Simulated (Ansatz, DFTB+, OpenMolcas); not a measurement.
**Relative energies of C4H8 isomers**

3 of its isomers, all singlets with charge 0: A = isobutene `C=C(C)C`; B = cyclobutane `C1CCC1`; C = 1-butene `C=CCC`.

Shapes, held fixed at every level: PBE0-D4/def2-TZVP. Flexible molecules stand in one conformer, not always the lowest. Programs: Ansatz 0.2.0, DFTB+ 25.1, OpenMolcas 26.06. A level may come from different programs for different species; with the same settings they agree closely.

A:

```xyz
12

C    -0.5741    1.4115   -0.2509
C    -0.0801    0.1967   -0.0350
C     0.0530   -0.3758    1.3404
C     0.3791   -0.6861   -1.1516
H    -0.6655    1.8151   -1.2534
H    -0.9041    2.0418    0.5677
H    -0.5167   -1.3069    1.4303
H    -0.2992    0.3183    2.1043
H     1.0966   -0.6277    1.5569
H    -0.1783   -1.6289   -1.1558
H     0.2543   -0.2082   -2.1239
H     1.4350   -0.9499   -1.0291
```

B:

```xyz
12

C    -0.9156    0.2958   -0.4762
C    -0.3571    0.3460    0.9592
C     1.0136   -0.0705    0.3914
C     0.2848   -0.5897   -0.8632
H    -0.8581    1.2746   -0.9584
H    -1.9195   -0.1055   -0.6238
H    -0.7862   -0.4446    1.5795
H    -0.4231    1.2891    1.5042
H     1.6287    0.8023    0.1600
H     1.6153   -0.7767    0.9660
H     0.0413   -1.6507   -0.7697
H     0.7531   -0.4253   -1.8350
```

C:

```xyz
12

C    -0.1028    1.9050    0.5608
C     0.3277    0.8897   -0.1743
C    -0.4460   -0.3525   -0.4655
C     0.2582   -1.6082    0.0362
H    -1.0929    1.8992    1.0071
H     0.5129    2.7783    0.7423
H     1.3300    0.9351   -0.5997
H    -1.4423   -0.2748   -0.0196
H    -0.5930   -0.4369   -1.5494
H     1.2532   -1.7046   -0.4065
H     0.3802   -1.5790    1.1213
H    -0.3083   -2.5067   -0.2188
```

Electronic energies in kJ/mol, without zero-point or thermal terms.

```json
{"level": "DFTB3-D3(BJ)", "kind": "semi-empirical", "B − A": "+37.8", "C − A": "+24.0"}
{"level": "HF/6-31G* (spherical functions)", "kind": "Hartree–Fock", "B − A": "+34.7", "C − A": "+11.8"}
{"level": "PBE/6-31G* (spherical functions)", "kind": "GGA", "B − A": "+22.2", "C − A": "+17.6"}
{"level": "B3LYP/6-31G* (spherical functions)", "kind": "global hybrid", "B − A": "+36.2", "C − A": "+16.1"}
{"level": "r2SCAN0/6-31G* (spherical functions)", "kind": "global hybrid", "B − A": "+19.1", "C − A": "+17.5"}
{"level": "HSE06/6-31G* (spherical functions)", "kind": "range-separated hybrid", "B − A": "+13.4", "C − A": "+16.7"}
{"level": "CCSD/6-31G* (spherical functions)", "kind": "coupled cluster or CI", "B − A": "+28.9", "C − A": "+13.9"}
{"level": "CCSD(T)/6-31G* (spherical functions)", "kind": "coupled cluster or CI", "B − A": "+31.0", "C − A": "+14.5"}
```

The highest level, CCSD(T)/6-31G* (spherical functions), puts A lowest of these. All levels agree on that. The B − A difference spans +13.4 to +37.8 kJ/mol over the levels.
